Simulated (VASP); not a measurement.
# Se (R-3m) in VASP: a series of runs, part 2 of 3

VASP 6.6.1. Earlier steps stand in the parts before.

### Step 4. Relaxation of cell and atoms, LDA, target pressure 75 GPa, at which the enthalpy is minimised

This run uses another cell than the first one, of 13.35 Å³/atom, 1.131 times its volume.

File INCAR:

```
PREC = Accurate ; ENCUT = 520
EDIFF = 1E-7 ; ISMEAR = 0
SIGMA = 0.1 ; LREAL = F
LASPH = T ; NELM = 60
ALGO = Normal ; ISIF = 3
LWAVE = F ; LCHARG = F
GGA = CA ; IBRION = 2
NSW = 80 ; EDIFFG = -0.002
PSTRESS = 750.0
```

File KPOINTS:

```
Automatic mesh
0
Gamma
  21 21 21
```

File POSCAR:

```
Se                                      
1.0
    1.9651119792      1.1345580765      0.9983372910
   -1.9651119792      1.1345580765      0.9983372910
    0.0000000000     -2.2691161535      0.9983372915
  Se            
     1
Direct
     0.0000000000000000    0.0000000000000000    0.0000000000000000
```

Potentials or basis: VASP PAW LDA potentials, release 64 (Se).

Launch:

```
> cat potpaw_LDA.64/Se/POTCAR > POTCAR
> mpirun -np 1 vasp_std > vasp.out
```

OUTCAR:

```text
PREC = Accurate
   ENCUT = 520
   EDIFF = 1E-7
   ISMEAR = 0
   LREAL = F
   LASPH = T
   NELM = 60
   ISIF = 3
   GGA = CA
   IBRION = 2
   NSW = 80
   EDIFFG = -0.002
   PSTRESS = 750.0

 ion  position               nearest neighbor table
   1  0.000  0.000  0.000-

  LATTYP: Found a trigonal (rhomboedric) cell.
 ALAT       =     2.4790249023
 COS(alpha) =    -0.2567324326

  Lattice vectors:

 A1 = (   1.9651119792,   1.1345580765,   0.9983372910)
 A2 = (  -1.9651119792,   1.1345580765,   0.9983372910)
 A3 = (   0.0000000000,  -2.2691161535,   0.9983372915)

Analysis of symmetry for initial positions (statically):
=====================================================================
 Subroutine PRICEL returns:
 Original cell was already a primitive cell.
[... 254 lines left out ...]

 E-fermi :  12.0300     XC(G=0): -12.6785

 val. band max:       12.0253123779   @ k =  -0.1905   0.3333   0.1429
 cond. band min:      12.0336024189   @ k =  -0.4762   0.3333   0.1905
 fundamental gap:      0.0082900410
 Fermi energy:        12.0300142059

 k-point     1 :       0.0000    0.0000    0.0000
  band No.  band energies     occupation
      1      -9.1540      2.00000
      2      15.3317      0.00000
      3      17.7518      0.00000
      4      17.7518      0.00000
      5      22.6318      0.00000
      6      22.6318      0.00000
      7      25.5795      0.00000
[... 221 lines left out ...]
 k-point    24 :      -0.3810    0.0476    0.0000
  band No.  band energies     occupation
      1      -5.5293      2.00000
      2       3.5058      2.00000
      3      14.6430      0.00000
      4      16.6822      0.00000
      5      21.0740      0.00000
      6      22.2570      0.00000
      7      30.4618      0.00000

 [... further k-points ...]

------------------------ aborting loop because EDIFF is reached ----------------------------------------

  FORCE on cell =-STRESS in cart. coord.  units (eV):
  Direction    XX          YY          ZZ          XY          YZ          ZX
  --------------------------------------------------------------------------------------
  -------------------------------------------------------------------------------------
  Total        6.2516968      6.2516987      6.2531483      0.0000000     -0.0000000      0.0000000
  in kB      750.0475704    750.0477995    750.2217095      0.0000000     -0.0000003      0.0000000
  external PRESSURE =       0.1056932 kB  Pullay stress =     750.0000000 kB
[... 20 lines left out ...]
  energy  without entropy=       -2.8747178256  energy(sigma->0) =       -2.87545298

  enthalpy is  TOTEN    =         3.3751121523 eV   P V=        6.2513002891

 reached required accuracy - stopping structural energy minimisation
```

OSZICAR:

```text
N       E                     dE             d eps       ncg     rms          rms(c)
DAV:   1     0.975027684693E+01    0.97503E+01   -0.32695E+03 12768   0.767E+02
DAV:   2    -0.276793922292E+01   -0.12518E+02   -0.11935E+02 17738   0.859E+01
DAV:   3    -0.289749376702E+01   -0.12955E+00   -0.12944E+00 14574   0.988E+00
DAV:   4    -0.289757096833E+01   -0.77201E-04   -0.77201E-04 19705   0.270E-01
[... 10 lines left out ...]
DAV:   3    -0.287543000553E+01    0.96740E-07   -0.22318E-07 10409   0.320E-03
   2 F= 0.33751132E+01 E0= 0.33758475E+01  d E =0.127224E-05
       N       E                     dE             d eps       ncg     rms          rms(c)
DAV:   1    -0.287618829991E+01   -0.75820E-03   -0.91621E-06 16485   0.205E-02    0.370E-03
DAV:   2    -0.287618819193E+01    0.10798E-06   -0.18358E-07 13958   0.396E-03    0.197E-03
DAV:   3    -0.287618813678E+01    0.55146E-07   -0.11223E-07  7581   0.228E-03
   3 F= 0.33751122E+01 E0= 0.33758473E+01  d E =0.241261E-06
```

CONTCAR:

```text
Se
   1.00000000000000
     1.9650526072128802    1.1345238248256369    0.9983449553393476
    -1.9650526072128802    1.1345238248256369    0.9983449553393476
     0.0000000000000000   -2.2690476502372339    0.9983449559370579
  Se
     1
Direct
     0.0000000000000000    0.0000000000000000    0.0000000000000000

  0.00000000E+00  0.00000000E+00  0.00000000E+00
```

Run time: 68 s. Hardware: 1 thread of Intel Xeon Platinum 8259CL at 2.50GHz (Skylake/Cascade Lake), shared host; peak memory 0.19 GiB.

What came out:

```yaml
Free_energy: -2.8762 eV
Energy_change_on_relaxing_the_enthalpy_is_what_falls: +0.3 meV/atom
Ionic_steps: 3
Pressure_after_relaxing: 75.0 GPa
Band_gap_on_the_k_mesh: none (metal or under the smearing width)
```

Step by step:
| step | energy change (eV) | largest force (eV/Å) | pressure (GPa) | volume (Å³) |
| --- | --- | --- | --- | --- |
| 1 | 0.0000 | 0.0000 | 74.99 | 13.35 |
| 2 | 0.0011 | 0.0000 | 75.06 | 13.35 |
| 3 | 0.0003 | 0.0000 | 75.01 | 13.35 |

Final structure:
```cif
data_structure
_symmetry_space_group_name_H-M 'P 1'
_symmetry_Int_Tables_number 1
_cell_length_a 2.4790
_cell_length_b 2.4790
_cell_length_c 2.4790
_cell_angle_alpha 104.875
_cell_angle_beta 104.875
_cell_angle_gamma 104.875
_cell_volume 13.35
loop_
_atom_site_label
_atom_site_type_symbol
_atom_site_fract_x
_atom_site_fract_y
_atom_site_fract_z
_atom_site_occupancy
Se1 Se 0.00000 0.00000 0.00000 1
```

Caveat: the cell is relaxed towards a set pressure, so the enthalpy falls and the energy may rise.

### Step 5. Relaxation of cell and atoms, LDA, target pressure 187.5 GPa, at which the enthalpy is minimised

INCAR: that of step 4 with these lines changed.

```diff
@@ -8,2 +8,2 @@
 NSW = 80 ; EDIFFG = -0.002
-PSTRESS = 750.0
+PSTRESS = 1875.0
```

KPOINTS is that of step 4.

File POSCAR:

```
Se                                      
1.0
    1.9415504516      1.1209546927      0.9043434794
   -1.9415504516      1.1209546927      0.9043434794
    0.0000000000     -2.2419093855      0.9043434794
  Se            
     1
Direct
     0.0000000000000000    0.0000000000000000    0.0000000000000000
```

Launch:

```
> cat potpaw_LDA.64/Se/POTCAR > POTCAR
> mpirun -np 1 vasp_std > vasp.out
```

It took 6.5 min on 1 thread of Intel Xeon Platinum 8259CL at 2.50GHz (Skylake/Cascade Lake), shared host; peak memory 0.19 GiB.

Results (log left out):

```
Free energy                                            : -0.8076 eV
Relaxed volume                                         : 10.63 Å³/atom
Relaxed cell                                           : a = 2.399 Å, b = 2.399 Å, c = 2.399 Å, α = 109.47°, β = 109.47°, γ = 109.47°
Space group after relaxing (to 0.05 Å)                 : Im-3m (No. 229)
Energy change on relaxing (the enthalpy is what falls) : +1122.5 meV/atom
Ionic steps                                            : 18
Pressure after relaxing                                : 187.5 GPa
Band gap on the k mesh                                 : none (metal or under the smearing width)
```

The path:
| step | energy change (eV) | largest force (eV/Å) | pressure (GPa) | volume (Å³) |
| --- | --- | --- | --- | --- |
| 1 | 0.0000 | 0.0000 | 125.00 | 11.81 |
| 2 | 20.8581 | 0.0000 | 1630.05 | 5.56 |
| 3 | 0.7728 | 0.0000 | 169.89 | 10.96 |
| 4 | 0.9431 | 0.0000 | 179.83 | 10.81 |
| 5 | 1.0753 | 0.0000 | 187.54 | 10.69 |
| 6 | 1.0501 | 0.0000 | 186.07 | 10.71 |
| 7 | 1.0689 | 0.0000 | 186.41 | 10.69 |
| 8 | 1.1146 | 0.0000 | 187.93 | 10.65 |
| 9 | 1.2439 | 0.0000 | 194.57 | 10.52 |
| 10 | 1.1839 | 0.0000 | 191.41 | 10.58 |
| 11 | 1.2220 | 0.0000 | 193.27 | 10.54 |
| 12 | 1.1116 | 0.0000 | 186.91 | 10.64 |
| 13 | 1.1398 | 0.0000 | 188.51 | 10.61 |
| 14 | 1.1414 | 0.0000 | 188.60 | 10.61 |
| 15 | 1.1332 | 0.0000 | 188.11 | 10.62 |
| 16 | 1.1254 | 0.0000 | 187.66 | 10.62 |
| 17 | 1.1258 | 0.0000 | 187.67 | 10.62 |
| 18 | 1.1225 | 0.0000 | 187.49 | 10.63 |

Final structure:
```
Se
1.0
     1.95871    1.13086    0.79956
    -1.95871    1.13086    0.79956
     0.00000   -2.26173    0.79956
Se
1
Direct
  0.00000 0.00000 0.00000
```

Levels at points of the mesh, in eV from the Fermi level:
```csv
k point,band 1,band 2,band 3,band 4,band 5,band 6,band 7
"(0.00, 0.00, 0.00)",-24.80,7.87,7.87,7.87,14.17,14.17,14.17
```

Caveat: the cell is relaxed towards a set pressure, so the enthalpy falls and the energy may rise. LDA usually gives volumes a few per cent too small.

(Continued in part 3 of 3.)
